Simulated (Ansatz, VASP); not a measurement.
# Ge3H2 (Ge wire along [110], 24 atoms a period, H-terminated): VASP beside Ansatz

One calculation is typed for both programs; each brings its own data sets. How far apart do they land? The structure shown is the start of the Ansatz relaxation below; VASP solves that cell, so the two are compared at the walk's first step.

Calculated with Ansatz 0.2.0; plane waves, with VASP 6.6.1 beside it; single point at PBE.

**1. The starting structure**

The cell holds 40 atoms: 16 H and 24 Ge. Its edges and angles: a = 21.561 Å, b = 19.530 Å, c = 4.073 Å, α = 90.0°, β = 90.0°, γ = 90.0°. Vacuum lies along a and b. The structure's axis is c.

**2. Ansatz: relaxation, PBE**

Ansatz runs on its PAW soft_1 files.

The two programs are compared at the cell with which this relaxation starts, whose forces are those of its first step.

Contents of input.yaml:

```yaml
crystal:
  lattice:
    - [21.561, 0.0, 0.0]
    - [0.0, 19.53, 0.0]
    - [0.0, 0.0, 4.0729350596]
  atoms:
    - { symbol: H, position: [0.157692129, 0.382638764, 0.0] }
    - { symbol: Ge, position: [0.199465072, 0.447858153, 0.0] }
    - { symbol: Ge, position: [0.399826836, 0.343584342, 0.0] }
    - { symbol: Ge, position: [0.399826836, 0.760679586, 0.0] }
    - { symbol: Ge, position: [0.466614091, 0.239310531, 0.0] }
    - { symbol: Ge, position: [0.466614091, 0.447858153, 0.0] }
    - { symbol: Ge, position: [0.666975855, 0.343584342, 0.0] }
    - { symbol: Ge, position: [0.666975855, 0.760679586, 0.0] }
    - { symbol: H, position: [0.708748798, 0.278364953, 0.0] }
    - { symbol: Ge, position: [0.73376311, 0.447858153, 0.0] }
    - { symbol: H, position: [0.224479384, 0.656405775, 0.187268604] }
    - { symbol: H, position: [0.775536053, 0.656405775, 0.312731396] }
    - { symbol: Ge, position: [0.266252327, 0.656405775, 0.5] }
    - { symbol: Ge, position: [0.266252327, 0.447858153, 0.5] }
    - { symbol: H, position: [0.291266639, 0.278364953, 0.5] }
    - { symbol: H, position: [0.291266639, 0.825898975, 0.5] }
    - { symbol: Ge, position: [0.333039582, 0.343584342, 0.5] }
    - { symbol: Ge, position: [0.333039582, 0.552131964, 0.5] }
    - { symbol: Ge, position: [0.333039582, 0.760679586, 0.5] }
    - { symbol: Ge, position: [0.533401346, 0.239310531, 0.5] }
    - { symbol: Ge, position: [0.533401346, 0.656405775, 0.5] }
    - { symbol: Ge, position: [0.533401346, 0.447858153, 0.5] }
    - { symbol: H, position: [0.558415658, 0.825898975, 0.5] }
    - { symbol: H, position: [0.575174289, 0.174091142, 0.5] }
    - { symbol: Ge, position: [0.600188601, 0.343584342, 0.5] }
    - { symbol: Ge, position: [0.600188601, 0.552131964, 0.5] }
    - { symbol: Ge, position: [0.600188601, 0.760679586, 0.5] }
    - { symbol: Ge, position: [0.800550365, 0.447858153, 0.5] }
    - { symbol: H, position: [0.842323308, 0.382638764, 0.5] }
    - { symbol: H, position: [0.842323308, 0.513077542, 0.5] }
    - { symbol: H, position: [0.775536053, 0.656405775, 0.687268604] }
    - { symbol: H, position: [0.224479384, 0.656405775, 0.812731396] }
    - { symbol: H, position: [0.157692129, 0.513077542, 0.0] }
    - { symbol: Ge, position: [0.399826836, 0.552131964, 0.0] }
    - { symbol: H, position: [0.424841148, 0.174091142, 0.0] }
    - { symbol: H, position: [0.441599779, 0.825898975, 0.0] }
    - { symbol: Ge, position: [0.466614091, 0.656405775, 0.0] }
    - { symbol: Ge, position: [0.666975855, 0.552131964, 0.0] }
    - { symbol: H, position: [0.708748798, 0.825898975, 0.0] }
    - { symbol: Ge, position: [0.73376311, 0.656405775, 0.0] }
kpoints:
  mp_grid: { grid: [1, 1, 20] }
scf:
  occupations: { method: fermi_dirac, width: 0.05 }
hamiltonian:
  xc: pbe
  pseudopotentials: { kind: paw, azcp: { folder: soft_1 } }
relax:
  cell: { fix: [a, b, alpha, beta, gamma] }
  max_steps: 45
  f_tol: 0.03
```

Launch:

```
$ ansatz run input.yaml --threads 4 --pin off --max-ram 16384MiB --backend cpu --events-out ev --progress --plain --runs-dir out
```

Numbers of over 12 decimals in the logs are rounded to 6 here.

What it wrote:

```text
Engine: ansatz 0.2.0, aarch64-unknown-linux-gnu
Pseudopotentials: kind: paw
Pseudopotential: H, paw, valence charge 1, recommended cutoff 420 eV (normal), soft_1/H.paw.azcp
Pseudopotential: Ge, paw, valence charge 14, recommended cutoff 420 eV (normal), soft_1/Ge.paw.azcp
Functional definition: PBE
  parameter kappa = 0.804
  parameter beta = 0.066725
  exchange = pbe_x(kappa = kappa, mu = beta*pi^2/3)
  correlation = pbe_c(beta = beta)
Crystal: 40 atoms, lattice volume = 1715.057 Å³
Basis set: ecut = 420 eV, 33541 PW (Γ), exchange–correlation on 300×270×60 points (8 copies of the dense FFT grid, shifted against one another)
Bands: 216, of which v1, the nominal top of the filled ones, is band 176 counted from 1 (175 counted from 0)
Symmetry: 4 space group operations
Space group: Pma2 (ITA 28), of the structure as read, at distance tolerance 1.2e-4 Å
k-points: 11 of 20
Non-local potential: H, projectors of the file, l = 0: 2, l = 1: 1
Non-local potential: Ge, projectors of the file, l = 0: 2, l = 1: 2, l = 2: 3, l = 3: 1
PAW form: soft (Blöchl's): semilocal exchange-correlation on the pseudo side does not see the compensation charge
PAW one-centre angular grid: H, 110 points (default); XC on 64 Gauss nodes
PAW one-centre angular grid: Ge, 590 points (default); XC on 64 Gauss nodes
Initial density: superposition of atomic densities (neutral atoms: chi_scale 0, normalization atom)
Initial wavefunctions: pseudopotential atomic-orbital guess
Functional: x = pbe(κ = 0.804, μ = 0.219515), c = pbe(β = 0.066725)
SCF iter   1: F=—  HF=-103333.692576 eV  |F-HF|=—  |Δ(HF+E_count)|=         —  Δρ=3.31e-2  dr2=1.58e1  ethr=3.10e-3  ⟨swp⟩=6.0  Hψ=8988  notcnv=0  defer=154
preconditioner: auto → Resta (q_TF=auto, 2.095 Å⁻¹)  ε∞=1.6  [insulator: Δε(μ)=1.115 eV  Ē_g=21.796 eV  σ=0.050 eV  W_gap=1.00  n_scr=284 (ndim 8)  ℏωp=16.8 eV  f_vac=0.543  D(μ)=0.00/eV (n_scr^D=0)  ε∞_Penn≈1.6  vacuum switching on, ρ_ref=3.4e-2 e/Å³]
SCF iter   2: F=—  HF=-103330.468134 eV  |F-HF|=—  |Δ(HF+E_count)|=    3.22e0  Δρ=1.48e-2  dr2=3.88e0  ethr=3.10e-3  ⟨swp⟩=3.0  Hψ=3273  notcnv=0  defer=334
SCF iter   3: F=—  HF=-103331.070431 eV  |F-HF|=—  |Δ(HF+E_count)|=   6.02e-1  Δρ=6.59e-3  dr2=9.88e0  ethr=1.10e-3  ⟨swp⟩=3.6  Hψ=4891  notcnv=0  defer=333  recentre
SCF iter   4: F=—  HF=-103329.667916 eV  |F-HF|=—  |Δ(HF+E_count)|=    1.40e0  Δρ=1.87e-3  dr2=9.66e-2  ethr=1.10e-3  ⟨swp⟩=3.0  Hψ=3077  notcnv=0  defer=310
SCF iter   5: F=—  HF=-103329.670444 eV  |F-HF|=—  |Δ(HF+E_count)|=   2.53e-3  Δρ=8.54e-4  dr2=1.27e-2  ethr=2.75e-5  ⟨swp⟩=2.1  Hψ=3144  notcnv=0  defer=318
SCF iter   6: F=—  HF=-103329.673061 eV  |F-HF|=—  |Δ(HF+E_count)|=   2.62e-3  Δρ=3.41e-4  dr2=7.28e-3  ethr=3.62e-6  ⟨swp⟩=2.1  Hψ=2564  notcnv=0  defer=318
SCF iter   7: F=—  HF=-103329.672540 eV  |F-HF|=—  |Δ(HF+E_count)|=   5.20e-4  Δρ=1.32e-4  dr2=3.78e-4  ethr=2.07e-6  ⟨swp⟩=2.0  Hψ=2411  notcnv=0  defer=318
SCF iter   8: F=—  HF=-103329.672660 eV  |F-HF|=—  |Δ(HF+E_count)|=   1.20e-4  Δρ=4.66e-5  dr2=2.94e-5  ethr=1.07e-7  ⟨swp⟩=2.0  Hψ=2633  notcnv=0  defer=318
SCF iter   9: F=—  HF=-103329.672690 eV  |F-HF|=—  |Δ(HF+E_count)|=   2.95e-5  Δρ=1.80e-5  dr2=4.67e-6  ethr=8.34e-9  ⟨swp⟩=2.0  Hψ=2992  notcnv=0  defer=323
SCF iter  10: F=—  HF=-103329.672695 eV  |F-HF|=—  |Δ(HF+E_count)|=   5.63e-6  Δρ=6.19e-6  dr2=3.19e-6  ethr=1.33e-9  ⟨swp⟩=2.0  Hψ=2667  notcnv=0  defer=323
SCF iter  11: F=—  HF=-103329.672695 eV  |F-HF|=—  |Δ(HF+E_count)|=   2.39e-8  Δρ=2.82e-6  dr2=7.39e-7  ethr=9.06e-10  ⟨swp⟩=2.0  Hψ=2460  notcnv=0  defer=323
SCF iter  12: F=-103329.672695 eV  HF=-103329.672695 eV  |F-HF|=6.80e-9  |Δ(HF+E_count)|=   5.27e-8  Δρ=1.14e-6  dr2=3.25e-8  ethr=2.84e-11  ⟨swp⟩=3.0  Hψ=7204  notcnv=0
SCF 1 converged in 12 iterations: F = -103329.672695 eV  dr2 = 3.25e-8
  greatest PAW one-centre occupation: 0.998 electrons in one spin orbital (limit 2), on the Ge atom at site 39 (counted from 0), in its partial waves of l = 2
relax step   1: F+E_penalty+E_count = -103329.67269527 eV  Δ(F+E_penalty+E_count) = +0.000e0 eV  max|allowed force component| = 3.414e-1 eV/Å  Δτ_max = 0.0000 Å  P = -0.383 GPa  Ω = 1715.057 Å³  fix = [a, b, alpha, beta, gamma]  reactions: a -0.542, b -0.579 GPa  (12 SCF iters, dr2 threshold 1.00e-7 eV, accepted)
Crystal: 40 atoms, lattice volume = 1748.650 Å³
Basis set: ecut = 420 eV, 34077 PW (Γ), exchange–correlation on 300×270×60 points (8 copies of the dense FFT grid, shifted against one another)
Initial density: handed on by an earlier stage of this run
Initial wavefunctions: those handed on with the density
iter 1 solved again at ethr=1.68e-4 eV; its pass at ethr=3.10e-3 eV (dr2=5.92e-1 eV) is discarded
SCF iter   1: F=—  HF=-103329.812460 eV  |F-HF|=—  |Δ(HF+E_count)|=         —  Δρ=8.09e-3  dr2=6.02e-1  ethr=1.68e-4  ⟨swp⟩=6.8  Hψ=11715  notcnv=0  defer=2
[...]
SCF iter   3: F=—  HF=-103329.820859 eV  |F-HF|=—  |Δ(HF+E_count)|=   2.37e-3  Δρ=4.15e-6  dr2=1.68e-7  ethr=1.17e-10  ⟨swp⟩=3.2  Hψ=5034  notcnv=0
SCF iter   4: F=—  HF=-103329.820941 eV  |F-HF|=—  |Δ(HF+E_count)|=   8.20e-5  Δρ=1.10e-6  dr2=5.31e-8  ethr=4.77e-11  ⟨swp⟩=2.6  Hψ=4342  notcnv=0
[...]
basis re-selected at this cell: Δ(F+E_penalty+E_count) = -2.012e-3 eV, ΔP = +0.001 GPa vs the last step (what re-selecting the basis moved, of the pressure what is left beyond the Pulay correction that the steps carried, after the strain that the cell walked since its last selection, with what the two solves' SCF thresholds leave and, on support functions, any second-order correction that the steps lacked; it is no m [...]
SCF converged after 8 iterations
Free energy (F): -103329.820950 eV
Harris-Foulkes:  -103329.820950 eV  (|F-HF|=1.25e-8)
Internal energy: -103329.820949 eV  (E = F + TS)
E sigma→0 (E₀):  -103329.820950 eV
Entropy (-TS):   -0.000001 eV (-0.000 meV/atom)
Fermi energy:    0.038041 eV
--- Per-component energies (eV) ---
  E_band       = -6535.734533
  E_kinetic    = 2421.282145
  E_local      = -248787.127007  (includes V_loc(G=0)·N_el)
  E_nonlocal   = 5244.291769
  E_hartree    = 121671.944854
  E_xc         = -1847.178540
  E_vxc        = -1726.553132  (∫ρ·V_xc dr)
  E_paw        = -48342.768948  (= ΣΔE_a)
  E_vpaw       = -7031.498936  (= ΣTr[D̂ρ^β])
  E_aug_tail   = -0.014461  (compensation charges beyond the density's cutoff)
  E_ewald      = 66309.749239
  E_smearing   = -0.000001  (= −TS)
  E_closure    = -0.000000  (closes the sum)
  Σ components = -103329.820950   (vs F -103329.820950, Δ=0.00e0)
--- Forces (eV/Å), atoms counted from 1 ---
  atom   1  H      0.00525702     0.00151472    -0.00000000
  atom   2  Ge    -0.00488822    -0.00251392     0.00000000
  atom   3  Ge    -0.00053612    -0.00213227     0.00000000
  atom   4  Ge     0.00122983     0.00588519    -0.00000000
  atom   5  Ge    -0.00048646    -0.00035009     0.00000000
  atom   6  Ge    -0.00114584     0.00051179     0.00000000
  atom   7  Ge    -0.00119503     0.00024508     0.00000000
  atom   8  Ge    -0.00220830    -0.00154248     0.00000000
  atom   9  H     -0.00085863     0.00216137     0.00000000
  atom  10  Ge    -0.00096641     0.00368374     0.00000000
  atom  11  H      0.00739477     0.00128488     0.01079851
  atom  12  H     -0.00739477     0.00128488    -0.01079851
  atom  13  Ge    -0.01096483    -0.00164397     0.00000000
  atom  14  Ge     0.00096641     0.00368374    -0.00000000
  atom  15  H      0.00085863     0.00216137    -0.00000000
  atom  16  H     -0.00042239    -0.00304481     0.00000000
  atom  17  Ge     0.00119503     0.00024508    -0.00000000
  atom  18  Ge    -0.00439949     0.00035392     0.00000000
  atom  19  Ge     0.00220830    -0.00154248    -0.00000000
  atom  20  Ge     0.00048646    -0.00035009    -0.00000000
  atom  21  Ge     0.00014710    -0.00007223    -0.00000000
  atom  22  Ge     0.00114584     0.00051179    -0.00000000
  atom  23  H      0.00342751    -0.00288769    -0.00000000
  atom  24  H     -0.00199821     0.00184338     0.00000000
[...]
atom  33  H      0.00027632    -0.00367587    -0.00000000
  atom  34  Ge     0.00000954    -0.00090648    -0.00000000
  atom  35  H      0.00199821     0.00184338    -0.00000000
  atom  36  H     -0.00342751    -0.00288769     0.00000000
  atom  37  Ge    -0.00014710    -0.00007223     0.00000000
  atom  38  Ge     0.00439949     0.00035392    -0.00000000
  atom  39  H      0.00042239    -0.00304481    -0.00000000
  atom  40  Ge     0.01096483    -0.00164397    -0.00000000
  max |Σ_I F_I| component: 1.74e-6 eV/Å
--- Stress (GPa, compression-positive) ---
       -0.008371      -0.000000       0.000000
       -0.000000      -0.006907       0.000000
        0.000000       0.000000      -0.006089
  P = ⅓ Tr σ = -0.0071 GPa (-0.071 kbar)
--- Relaxed structure (4 steps of the walk, 4 accepted, 1 SCFs on fresh bases) ---
  F+E_penalty+E_count = -103329.82095044 eV   max|allowed force component| = 1.096e-2 eV/Å   (the final SCF, on the basis selected at the relaxed cell)
  cell:  # Å, volume = 1727.7068 Å³
    - [21.561, 0, 0]
    - [0, 19.53, 0]
    - [0, 0, 4.102975]
  atoms:
    - { symbol: H, position: [0.160826, 0.384057, 0.0] }
    - { symbol: Ge, position: [0.203461, 0.447970, 0] }
    - { symbol: Ge, position: [0.400498, 0.344452, 0] }
    - { symbol: Ge, position: [0.399301, 0.757990, 0] }
    - { symbol: Ge, position: [0.467893, 0.242162, 0] }
    - { symbol: Ge, position: [0.466953, 0.448096, 0.0] }
    - { symbol: Ge, position: [0.664534, 0.346381, 0.0] }
    - { symbol: Ge, position: [0.664733, 0.758360, 0] }
    - { symbol: H, position: [0.706107, 0.281059, 0.0] }
    - { symbol: Ge, position: [0.732370, 0.448261, 0.0] }
    - { symbol: H, position: [0.226096, 0.655927, 0.202081] }
    - { symbol: H, position: [0.773919, 0.655927, 0.297919] }
    - { symbol: Ge, position: [0.269529, 0.655928, 0.500000] }
    - { symbol: Ge, position: [0.267646, 0.448261, 0.500000] }
    - { symbol: H, position: [0.293908, 0.281059, 0.500000] }
    - { symbol: H, position: [0.293486, 0.823352, 0.500000] }
    - { symbol: Ge, position: [0.335481, 0.346381, 0.500000] }
    - { symbol: Ge, position: [0.334230, 0.551718, 0.500000] }
    - { symbol: Ge, position: [0.335283, 0.758360, 0.500000] }
    - { symbol: Ge, position: [0.532123, 0.242162, 0.500000] }
    - { symbol: Ge, position: [0.533026, 0.655719, 0.500000] }
    - { symbol: Ge, position: [0.533062, 0.448096, 0.500000] }
    - { symbol: H, position: [0.559124, 0.823078, 0.500000] }
    - { symbol: H, position: [0.574109, 0.177255, 0.500000] }
    - { symbol: Ge, position: [0.599518, 0.344452, 0.500000] }
    - { symbol: Ge, position: [0.599677, 0.551862, 0.500000] }
    - { symbol: Ge, position: [0.600714, 0.757990, 0.500000] }
    - { symbol: Ge, position: [0.796555, 0.447970, 0.500000] }
    - { symbol: H, position: [0.839189, 0.384057, 0.500000] }
    - { symbol: H, position: [0.839384, 0.511717, 0.500000] }
    - { symbol: H, position: [0.773919, 0.655927, 0.702081] }
    - { symbol: H, position: [0.226096, 0.655927, 0.797919] }
    - { symbol: H, position: [0.160632, 0.511717, 0] }
    - { symbol: Ge, position: [0.400338, 0.551862, 0] }
    - { symbol: H, position: [0.425907, 0.177255, 0] }
    - { symbol: H, position: [0.440892, 0.823078, 0.0] }
    - { symbol: Ge, position: [0.466990, 0.655719, 0] }
    - { symbol: Ge, position: [0.665786, 0.551718, 0] }
    - { symbol: H, position: [0.706529, 0.823352, 0.0] }
    - { symbol: Ge, position: [0.730487, 0.655928, 0] }
```

(Part 1 of 2 ends here.)

[Lines on the potential files, build, host, timing and source positions are cut from VASP's logs without a mark.]

[Logs are printed without paths, hosts, clocks, repeated set-up lines and the standing remarks that a program may print on its own settings, such as how far it seeks lower states.]

[Hosts, paths, dates, database ids (printed as entryN), source tags and the programs' standing remarks are cut or masked in the printed files.]
